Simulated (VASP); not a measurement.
# MgO, self-consistent run: which settings are enough?

MgO, P3m1 (no. 156), 2 atoms in the cell. PBE; PAW potentials Mg, O (PBE set). VASP 6.6.1. The cell is changed on purpose: last atom moved by 0.04 Å along z, cell strained by -1.0% along z.

Wanted: energy within 2 meV/atom; forces within 0.01 eV/Å; stress within 0.2 GPa; levels at the zone centre within 0.01 eV.

What the run is for: all; Accuracy asked: standard.

Levels at the zone centre: counted from the valence top at that point.

POSCAR:
```
MgO
1.0
    2.9380209034      0.0000000000      0.0000000000
   -1.4690104517      2.5444007392      0.0000000000
    0.0000000000      0.0000000000      2.6528832000
Mg O
1 1
Direct
    0.0000000000      0.0000000000      0.0000000000
    0.3333333300      0.6666666700      0.5149271600
```

The series start from Plane-wave cutoff (eV): 520; k-point mesh: 9 × 9 × 8; Precision mode (PREC): Accurate; Electronic threshold (eV): 1e-6; Bands in all (NBANDS): 14; Aspherical gradient terms in the spheres (LASPH): yes; Electronic algorithm: ALGO=Normal; Use of symmetry (ISYM): defaults; Placing of the Fermi level (EFERMI): EFERMI=MIDGAP. Each series keeps the choices made before it, and each single choice may use up half of a tolerance.

## Plane-wave cutoff (eV)

| Plane-wave cutoff (eV) | Energy less reference (meV/atom) | Forces, largest deviation (eV/Å) | Stress, largest deviation (GPa) | Levels at the zone centre, largest deviation (eV) | SCF iterations | Time (s) |
|---|---|---|---|---|---|---|
| 320 | -53.6 | 0.008 | 26.76 | 0.018 | 13 | 7.5 |
| 400 | -7.3 | 0.001 | 4.85 | 0.009 | 13 | 7.2 |
| 460 | 1.8 | 0.001 | 0.74 | 0.001 | 13 | 6.9 |
| 520 | 3.8 | 0.001 | 0.02 | 0.003 | 13 | 7.8 |
| 600 | 2.3 | 0.001 | 0.23 | 0.003 | 13 | 9.3 |
| 700 | 0.6 | 0.000 | 0.27 | 0.000 | 12 | 13 |
| 840 (reference) | 0.0 | 0.000 | 0.00 | 0.000 | 12 | 19 |

## k-point mesh

| k-point mesh | Energy less reference (meV/atom) | Forces, largest deviation (eV/Å) | Stress, largest deviation (GPa) | Levels at the zone centre, largest deviation (eV) | SCF iterations | Time (s) |
|---|---|---|---|---|---|---|
| 3 × 3 × 3 | 54.6 | 0.009 | 0.50 | 0.058 | 12 | 3.9 |
| 4 × 4 × 4 | 11.2 | 0.002 | 0.03 | 0.016 | 12 | 4.7 |
| 5 × 5 × 4 | 6.6 | 0.001 | 0.13 | 0.010 | 12 | 5.3 |
| 6 × 6 × 5 | 1.5 | 0.000 | 0.03 | 0.003 | 12 | 10 |
| 7 × 7 × 7 | 0.2 | 0.000 | 0.01 | 0.000 | 12 | 13 |
| 9 × 9 × 8 | 0.0 | 0.000 | 0.00 | 0.000 | 12 | 19 |
| 11 × 11 × 10 | 0.0 | 0.000 | 0.00 | 0.000 | 12 | 33 |
| 13 × 13 × 13 | 0.0 | 0.000 | 0.00 | 0.000 | 12 | 49 |
| 17 × 17 × 16 (reference) | 0.0 | 0.000 | 0.00 | 0.000 | 12 | 102 |

## Precision mode (PREC)

| Precision mode (PREC) | Energy less reference (meV/atom) | Forces, largest deviation (eV/Å) | Stress, largest deviation (GPa) | Levels at the zone centre, largest deviation (eV) | SCF iterations | Time (s) |
|---|---|---|---|---|---|---|
| Low | -0.1 | 0.001 | 0.01 | 0.000 | 12 | 6.5 |
| SingleN | -0.1 | 0.001 | 0.01 | 0.000 | 12 | 6.2 |
| Normal | 0.0 | 0.000 | 0.00 | 0.000 | 12 | 5.7 |
| Accurate (reference) | 0.0 | 0.000 | 0.00 | 0.000 | 12 | 13 |

## Electronic threshold (eV)

| Electronic threshold (eV) | Energy less reference (meV/atom) | Forces, largest deviation (eV/Å) | Stress, largest deviation (GPa) | Levels at the zone centre, largest deviation (eV) | SCF iterations | Time (s) |
|---|---|---|---|---|---|---|
| 0.001 | -0.1 | 0.000 | 2.34 | 0.003 | 9 | 4.0 |
| 0.0001 | 0.0 | 0.000 | 0.08 | 0.000 | 11 | 5.0 |
| 1e-5 | 0.0 | 0.000 | 0.07 | 0.000 | 11 | 6.5 |
| 1e-6 | 0.0 | 0.000 | 0.01 | 0.000 | 12 | 6.5 |
| 1e-7 | 0.0 | 0.000 | 0.00 | 0.000 | 14 | 5.5 |
| 1e-8 (reference) | 0.0 | 0.000 | 0.00 | 0.000 | 15 | 6.7 |

## Bands in all (NBANDS)

| Bands in all (NBANDS) | Energy less reference (meV/atom) | Forces, largest deviation (eV/Å) | Stress, largest deviation (GPa) | Levels at the zone centre, largest deviation (eV) | SCF iterations | Time (s) |
|---|---|---|---|---|---|---|
| 5 | 0.0 | 0.001 | 0.02 | 0.000 | 10 | 3.6 |
| 6 | 0.0 | 0.000 | 0.02 | 0.000 | 11 | 4.0 |
| 8 | 0.0 | 0.000 | 0.03 | 0.000 | 11 | 4.2 |
| 10 | 0.0 | 0.002 | 0.17 | 0.002 | 10 | 4.4 |
| 14 | 0.0 | 0.000 | 0.05 | 0.000 | 11 | 5.0 |
| 24 (reference) | 0.0 | 0.000 | 0.00 | 0.000 | 11 | 8.6 |

## Aspherical gradient terms in the spheres (LASPH)

| Aspherical gradient terms in the spheres (LASPH) | Energy less reference (meV/atom) | Forces, largest deviation (eV/Å) | Stress, largest deviation (GPa) | Levels at the zone centre, largest deviation (eV) | SCF iterations | Time (s) |
|---|---|---|---|---|---|---|
| yes | 0.0 | 0.000 | 0.00 | 0.000 | 11 | 5.0 |
| no | 0.0 | 0.000 | 0.01 | 0.001 | 11 | 4.6 |

## Electronic algorithm

| Electronic algorithm | Energy less reference (meV/atom) | Forces, largest deviation (eV/Å) | Stress, largest deviation (GPa) | Levels at the zone centre, largest deviation (eV) | SCF iterations | Time (s) |
|---|---|---|---|---|---|---|
| ALGO=Normal | 0.0 | 0.000 | 0.00 | 0.000 | 11 | 5.0 |
| ALGO=Fast | -0.1 | 0.001 | 1.57 | 0.018 | 11 | 6.2 |
| ALGO=VeryFast | 0.0 | 0.000 | 0.24 | 0.003 | 18 | 11 |
| ALGO=All ISEARCH=1 | 0.0 | 0.000 | 0.04 | 0.001 | 11 | 8.3 |
| ALGO=All ISEARCH=0 | 0.0 | 0.000 | 0.04 | 0.001 | 11 | 9.0 |
| ALGO=Damped TIME=0.4 | 0.0 | 0.000 | 0.45 | 0.009 | 17 | 10 |
| ALGO=Damped TIME=0.1 | 0.1 | 0.000 | 1.19 | 0.020 | 26 | 12 |

## Use of symmetry (ISYM)

| Use of symmetry (ISYM) | Energy less reference (meV/atom) | Forces, largest deviation (eV/Å) | Stress, largest deviation (GPa) | Levels at the zone centre, largest deviation (eV) | SCF iterations | Time (s) |
|---|---|---|---|---|---|---|
| defaults | 0.0 | 0.000 | 0.00 | 0.000 | 11 | 5.0 |
| ISYM=1 | 0.0 | 0.000 | 0.00 | 0.000 | 11 | 6.3 |
| ISYM=0 | 0.0 | 0.000 | 0.00 | 0.000 | 11 | 20 |
| ISYM=-1 | 0.0 | 0.000 | 0.00 | 0.000 | 11 | 34 |

## Placing of the Fermi level (EFERMI)

| Placing of the Fermi level (EFERMI) | Energy less reference (meV/atom) | Forces, largest deviation (eV/Å) | Stress, largest deviation (GPa) | Levels at the zone centre, largest deviation (eV) | SCF iterations | Time (s) |
|---|---|---|---|---|---|---|
| EFERMI=MIDGAP | 0.0 | 0.000 | 0.00 | 0.000 | 11 | 5.0 |
| EFERMI=LEGACY | 0.0 | 0.000 | 0.00 | 0.000 | 11 | 6.8 |

## Question

The rows run from the loosest to the tightest (no order: aspherical gradient terms in the spheres, electronic algorithm, use of symmetry, placing of the Fermi level). For each series: choose the loosest value from which every tighter one stays within half of the tolerance; where there is no order, keep the first row unless others stay within half of the tolerance and take at least 30 % less time, and then take the fastest.

## Answer

- Plane-wave cutoff (eV): 840, the tightest run, since the next looser one is off by more than half of the tolerance (convergence isn't shown beyond it)
- k-point mesh: 7 × 7 × 7
- Precision mode (PREC): Low
- Electronic threshold (eV): 0.0001
- Bands in all (NBANDS): 14
- Aspherical gradient terms in the spheres (LASPH): yes
- Electronic algorithm: ALGO=Normal
- Use of symmetry (ISYM): defaults
- Placing of the Fermi level (EFERMI): EFERMI=MIDGAP

## All choices together

| Input | Energy less reference (meV/atom) | Forces, largest deviation (eV/Å) | Stress, largest deviation (GPa) | Levels at the zone centre, largest deviation (eV) | Time (s) |
|---|---|---|---|---|---|
| the program's defaults (naive) | -5.6 | 0.001 | 4.14 | 0.014 | 0.9 |
| chosen settings | 0.1 | 0.001 | 0.07 | 0.000 | 5.0 |
| reference settings throughout | 0.0 | 0.000 | 0.00 | 0.000 | 218 |

The chosen settings stay within the tolerance of the reference run, but the reference itself isn't shown to be converged in: Plane-wave cutoff (eV).

Values of the reference run: Forces: 0, 0, 0.1511, 0, 0, -0.1511 eV/Å; Stress: -0.7578, 0, 0, 0, -0.7578, 0, 0, 0, 4.984 GPa; Levels at the zone centre: -0.3529, 0, 3.406 eV from the valence top at Gamma.

## The input

INCAR:
```
SYSTEM = MgO
  GGA = PE
  ISMEAR = 0
  SIGMA = 0.03
  LWAVE = .FALSE.
  LCHARG = .FALSE.
  ISIF = 2
  PREC = Low
  LASPH = .TRUE.
  LREAL = .FALSE.
  ALGO = Normal
  EDIFF = 1E-4
  NELM = 120
  GGA_COMPAT = .FALSE.
  ENCUT = 840
  EFERMI = MIDGAP
  NBANDS = 14
```

KPOINTS:
```
Automatic mesh
0
Gamma
  7 7 7
  0 0 0
```

Commands:
```
cat potpaw_PBE.64/Mg/POTCAR potpaw_PBE.64/O/POTCAR > POTCAR
mpirun -np 1 vasp_std > vasp.out
```

The chosen input took VASP 6.6.1 5.0 s on 1 core (Intel Xeon 6975P-C (Granite Rapids)), a shared host.

## An input that fails: smearing far too wide

It runs to its end, but against the unchanged starting input it is off by 19.4 meV/atom in the energy, 0.000 eV/Å in the forces, 1.14 GPa in the stress, 0.016 eV in the levels at the zone centre.

Changes against the starting input:
```
- SIGMA = 0.03
- NELM = 120
+ SIGMA = 2.0
+ NELM = 51
```
